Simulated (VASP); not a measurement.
# SiC (Moissanite 3C) (F-43m) in VASP: notebook

Aim: see how the results for SiC (Moissanite 3C) move with the level of theory and the settings. Levels: PBEsol, r2SCAN. Tasks: dielectric tensor, phonons.

Everything below comes from runs of VASP 6.6.1. Logs are shortened: lines on timing, memory, paths and dates and some standing lists are left out, and cuts for length are marked.

**The experiment to reproduce.**

From “Infrared properties of SiC particles”, 1999, arxiv:astro-ph/9903031, for a bulk crystal of SiC: high-frequency dielectric constant 6.49.

The runs below are set against these values where they give the same quantity.

## (1) The crystal as given

The structure is cubic, space group F-43m (No. 216). Conventional cell: a = 4.358 Å, b = 4.358 Å, c = 4.358 Å, α = 90.00°, β = 90.00°, γ = 90.00°. Around Si (site symmetry -43m) lie 4 C at 1.89 Å. C (site symmetry -43m) has 4 Si at 1.89 Å as nearest neighbours.

## (2) Dielectric tensor, PBEsol

INCAR

```
SYSTEM = SiC
ALGO = Normal
EDIFF = 1E-8
ENCUT = 600
GGA = PS
ISIF = 2
ISMEAR = 0
LASPH = .TRUE.
LCHARG = .FALSE.
LEPSILON = .TRUE.
LREAL = .FALSE.
LWAVE = .FALSE.
NELM = 80
PREC = Accurate
SIGMA = 0.03
```

KPOINTS

```
k-points
0
Monkhorst
  18 18 18
  0 0 0
```

POSCAR

```
SiC                                     
1.0
   -0.0000000000      2.1791077307      2.1791077307
    2.1791077307      0.0000000000      2.1791077307
    2.1791077307      2.1791077307      0.0000000000
  Si              C             
     1     1
Direct
     0.0000000000000000    0.0000000000000000    0.0000000000000000
     0.2500000000000000    0.2500000000000000    0.2500000000000000
```

Potentials or basis: VASP PAW PBE potentials, release 64 (Si, C).

On the command line:

```bash
> cat potpaw_PBE.64/Si/POTCAR potpaw_PBE.64/C/POTCAR > POTCAR
> mpirun -np 1 vasp_std > vasp.out
```

OUTCAR:

```text
SYSTEM = SiC
   EDIFF = 1E-8
   ENCUT = 600
   GGA = PS
   ISIF = 2
   ISMEAR = 0
   LASPH = .TRUE.
   LEPSILON = .TRUE.
   LREAL = .FALSE.
   NELM = 80
   PREC = Accurate

 ion  position               nearest neighbor table
   1  0.000  0.000  0.000-   2 1.89   2 1.89   2 1.89   2 1.89
   2  0.250  0.250  0.250-   1 1.89   1 1.89   1 1.89   1 1.89

  LATTYP: Found a face centered cubic cell.
 ALAT       =     4.3582154614

  Lattice vectors:

 A1 = (   0.0000000000,   2.1791077307,   2.1791077307)
 A2 = (   2.1791077307,   0.0000000000,   2.1791077307)
 A3 = (   2.1791077307,   2.1791077307,   0.0000000000)

Analysis of symmetry for initial positions (statically):
=====================================================================
 Subroutine PRICEL returns:
 Original cell was already a primitive cell.

 Routine SETGRP: Setting up the symmetry group for a
 face centered cubic supercell.

 Subroutine GETGRP returns: Found 24 space group operations
 (whereof 24 operations were pure point group operations)
 out of a pool of 48 trial point group operations.

The static configuration has the point symmetry T_d .

Analysis of symmetry for dynamics (positions and initial velocities):
=====================================================================
 Subroutine PRICEL returns:
 Original cell was already a primitive cell.

 Routine SETGRP: Setting up the symmetry group for a
 face centered cubic supercell.

 Subroutine GETGRP returns: Found 24 space group operations
 (whereof 24 operations were pure point group operations)
 out of a pool of 48 trial point group operations.

The dynamic configuration has the point symmetry T_d .

 Subroutine INISYM returns: Found 24 space group operations
 (whereof 24 operations are pure point group operations),
 and found     1 'primitive' translations

----------------------------------------------------------------------------------------

                                     Primitive cell

  volume of cell :      20.6950

  direct lattice vectors                    reciprocal lattice vectors
     0.000000000  2.179107731  2.179107731    -0.229451712  0.229451712  0.229451712
     2.179107731  0.000000000  2.179107731     0.229451712 -0.229451712  0.229451712
     2.179107731  2.179107731  0.000000000     0.229451712  0.229451712 -0.229451712

  length of vectors
     3.081723707  3.081723707  3.081723707     0.397422024  0.397422024  0.397422024

  position of ions in fractional coordinates (direct lattice)
     0.000000000  0.000000000  0.000000000
     0.250000000  0.250000000  0.250000000

  ion indices of the primitive-cell ions
   primitive index   ion index
                 1           1
                 2           2

----------------------------------------------------------------------------------------

 KPOINTS: k-points

Automatic generation of k-mesh.
 Grid dimensions read from file:
 generate k-points for:   18   18   18

 Generating k-lattice:

  Cartesian coordinates                     Fractional coordinates (reciprocal lattice)
    -0.012747317  0.012747317  0.012747317     0.055555556  0.000000000  0.000000000
     0.012747317 -0.012747317  0.012747317     0.000000000  0.055555556  0.000000000
     0.012747317  0.012747317 -0.012747317     0.000000000  0.000000000  0.055555556

  Length of vectors
     0.022079001  0.022079001  0.022079001

  Shift w.r.t. Gamma in fractional coordinates (k-lattice)
     0.500000000  0.500000000  0.500000000

 Subroutine IBZKPT returns following result:
 ===========================================

 Found    570 irreducible k-points:

 Following reciprocal coordinates:
            Coordinates               Weight
[... 72 lines left out ...]
   LEPSILON=     T    determine dielectric tensor
   LRPA    =     F    only Hartree local field effects (RPA)
 non-spin polarized calculation
 Gauss-broadening in eV      SIGMA  =   0.03
  energy-cutoff  :      600.00
  volume of cell :       20.70
 maximum number of plane-waves:       706
 NGX is ok and might be reduce to    28
   NGX = 13   NGY = 13   NGZ = 13

--------------------------------------- Ionic step        1  -------------------------------------------

 number of electron       8.0000000 magnetization

 E-fermi :   8.1920     XC(G=0): -11.5042

 val. band max:        8.0429255808   @ k =   0.0278   0.0278   0.0278
 cond. band min:       9.3512562558   @ k =  -0.4722  -0.4722   0.0278
 fundamental gap:      1.3083306750
 Fermi energy:         8.1920278564

 k-point     1 :       0.0278    0.0278    0.0278
  band No.  band energies     occupation
      1      -7.3535      2.00000
      2       7.9653      2.00000
      3       8.0429      2.00000
      4       8.0429      2.00000
      5      14.2823      0.00000
      6      15.3027      0.00000
      7      15.3176      0.00000
      8      15.3176      0.00000
[... 243 lines left out ...]
 k-point    24 :       0.3611    0.0833    0.0278
  band No.  band energies     occupation
      1      -5.3078      2.00000
      2       2.1073      2.00000
      3       6.7342      2.00000
      4       7.1665      2.00000
      5      13.8649      0.00000
      6      15.2906      0.00000
      7      16.1147      0.00000
      8      17.7921      0.00000

 [... further k-points ...]

  FORCE on cell =-STRESS in cart. coord.  units (eV):
  Direction    XX          YY          ZZ          XY          YZ          ZX
  --------------------------------------------------------------------------------------
  -------------------------------------------------------------------------------------
  Total        0.0006964      0.0006964      0.0006964      0.0000000      0.0000000      0.0000000
  in kB        0.0539106      0.0539106      0.0539106      0.0000000      0.0000000      0.0000000
  external PRESSURE =       0.0539106 kB  Pullay stress =       0.0000000 kB

 VOLUME and BASIS-vectors are now :
 -----------------------------------------------------------------------------
  energy-cutoff  :      600.00
  volume of cell :       20.70
      direct lattice vectors                 reciprocal lattice vectors
     0.000000000  2.179107731  2.179107731    -0.229451712  0.229451712  0.229451712
     2.179107731  0.000000000  2.179107731     0.229451712 -0.229451712  0.229451712
     2.179107731  2.179107731  0.000000000     0.229451712  0.229451712 -0.229451712

 POSITION                                       TOTAL-FORCE (eV/Angst)
 -----------------------------------------------------------------------------------
      0.00000      0.00000      0.00000        -0.000000     -0.000000     -0.000000
      1.08955      1.08955      1.08955         0.000000      0.000000      0.000000
 -----------------------------------------------------------------------------------
    total drift:                               -0.000000     -0.000000     -0.000000

  FREE ENERGIE OF THE ION-ELECTRON SYSTEM (eV)
  ---------------------------------------------------
  free  energy   TOTEN  =       -15.9162827276 eV

  energy  without entropy=      -15.9162827276  energy(sigma->0) =      -15.91628273

 HEAD OF MICROSCOPIC STATIC DIELECTRIC TENSOR (INDEPENDENT PARTICLE, excluding Hartree and local field effects)
 ------------------------------------------------------
           7.360611    -0.000000     0.000000
           0.000000     7.360611     0.000000
          -0.000000     0.000000     7.360611
 ------------------------------------------------------

 Free energy of the ion-electron system (eV)
  ---------------------------------------------------
  ---------------------------------------------------
  free energy    TOTEN  =        -0.36994004 eV

  energy without entropy =       -0.36994004

------------------------ aborting loop because EDIFF is reached ----------------------------------------

--------------------------------------- Ionic step        2  -------------------------------------------

------------------------ aborting loop because EDIFF is reached ----------------------------------------

--------------------------------------- Ionic step        3  -------------------------------------------

 Free energy of the ion-electron system (eV)
  ---------------------------------------------------
  ---------------------------------------------------
  free energy    TOTEN  =        -0.36994033 eV

  energy without entropy =       -0.36994033

------------------------ aborting loop because EDIFF is reached ----------------------------------------

 PIEZOELECTRIC TENSOR FIELD DIRECTION 3  (e Angst)
 -----------------------------------------------------------------------------
    -0.00042 -1.27676  0.00000           ( -0.00000 -0.05145  0.00000)
    -1.27676 -0.00042  0.00000           ( -0.05145 -0.00000  0.00000)
     0.00000  0.00000  0.00057           (  0.00000  0.00000 -0.00000)

 PIEZOELECTRIC TENSOR FIELD DIRECTION 3  (C/m^2)
 -----------------------------------------------------------------------------
    -0.00033 -0.98845  0.00000
    -0.98845 -0.00033  0.00000
     0.00000  0.00000  0.00044

 MACROSCOPIC STATIC DIELECTRIC TENSOR (including local field effects in DFT)
 ------------------------------------------------------
           7.066968     0.000000    -0.000000
           0.000000     7.066968    -0.000000
           0.000000    -0.000000     7.066968
 ------------------------------------------------------

 PIEZOELECTRIC TENSOR (including local field effects)  for field in x, y, z        (e  Angst)
          XX          YY          ZZ          XY          YZ          ZX
  --------------------------------------------------------------------------------
  x     0.00000    -0.00000    -0.00000     0.00000    -1.27645     0.00000
  y     0.00000    -0.00000     0.00000     0.00000    -0.00000    -1.27645
  z    -0.00000    -0.00000    -0.00000    -1.27645     0.00000     0.00000

 PIEZOELECTRIC TENSOR (including local field effects)  for field in x, y, z        (C/m^2)
          XX          YY          ZZ          XY          YZ          ZX
  --------------------------------------------------------------------------------
  x     0.00000    -0.00000    -0.00000     0.00000    -0.98821     0.00000
  y     0.00000    -0.00000     0.00000     0.00000    -0.00000    -0.98821
  z    -0.00000    -0.00000    -0.00000    -0.98821     0.00000     0.00000

 BORN EFFECTIVE CHARGES (including local field effects) (in |e|, cummulative output)
 ---------------------------------------------------------------------------------
 ion    1
    1     2.70206     0.00000     0.00000
    2     0.00000     2.70206    -0.00000
    3     0.00000     0.00000     2.70206
 ion    2
    1    -2.70206     0.00000     0.00000
    2    -0.00000    -2.70206     0.00000
    3    -0.00000    -0.00000    -2.70206
```

It took 20 min on 1 thread of Intel Xeon 6975P-C (Granite Rapids), shared host; peak memory 1.4 GiB.

What came out:

```
Electronic dielectric tensor (diagonal) : 7.07
Born charges (mean of the diagonal)     : Si +2.70; C -2.70 e
```

Electronic dielectric tensor:
```
7.07 0.00 0.00
0.00 7.07 0.00
0.00 0.00 7.07
```

Born effective charge tensors (e):
atom 1, Si
```
2.70 0.00 0.00
0.00 2.70 0.00
0.00 0.00 2.70
```
atom 2, C
```
-2.70  0.00  0.00
 0.00 -2.70  0.00
 0.00  0.00 -2.70
```

Caveat: the PAW data sets were made with another functional, which shifts forces and pressure a little.

(Continued in part 2 of 2.)
